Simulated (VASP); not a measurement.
Here is a VASP 6.6.1 calculation.

INCAR

```
SYSTEM = CdO
  PREC = Accurate
  ENCUT = 600
  EDIFF = 1E-7
  ISMEAR = -1
  SIGMA = 0.05
  LREAL = .False.
  LASPH = .True.
  NELM = 100
  ALGO = Normal
  ISIF = 3
  LWAVE = .False.
  LCHARG = .False.
  GGA = B5
  ALDAX = 1.0
  AGGAX = 1.0
  AGGAC = 1.0
  ALDAC = 0.0
  IVDW = 13
  VDW_S6 = 1.0
  VDW_S8 = 2.34076671
  VDW_A1 = 0.44488865
  VDW_A2 = 4.0933009
  IBRION = 2
  NSW = 40
  EDIFFG = -0.01
```

Contents of KPOINTS:

```
regular mesh
0
Gamma
  10 10 10
  0 0 0
```

File POSCAR:

```
CdO
1.0
    0.0000000000      2.3495000000      2.3495000000
    2.3495000000      0.0000000000      2.3495000000
    2.3495000000      2.3495000000      0.0000000000
Cd O
1 1
Direct
    0.0000000000      0.0000000000      0.0000000000
    0.5000000000      0.5000000000      0.5000000000
```

Potentials or basis: VASP PAW PBE potentials, release 64 (Cd, O).

Launch:

```sh
$ cat potpaw_PBE.64/Cd/POTCAR potpaw_PBE.64/O/POTCAR > POTCAR
$ mpirun -np 1 vasp_std > vasp.out
```

(1) Estimate the relaxed volume.

(2) Estimate the dispersion energy per atom.

Results:

(1) 13.55 Å³/atom.

(2) -0.574 eV.

Caveat: the PAW data sets were made with another functional, which shifts forces and pressure a little; pairwise dispersion overbinds metals, which lowers pressure and volume.
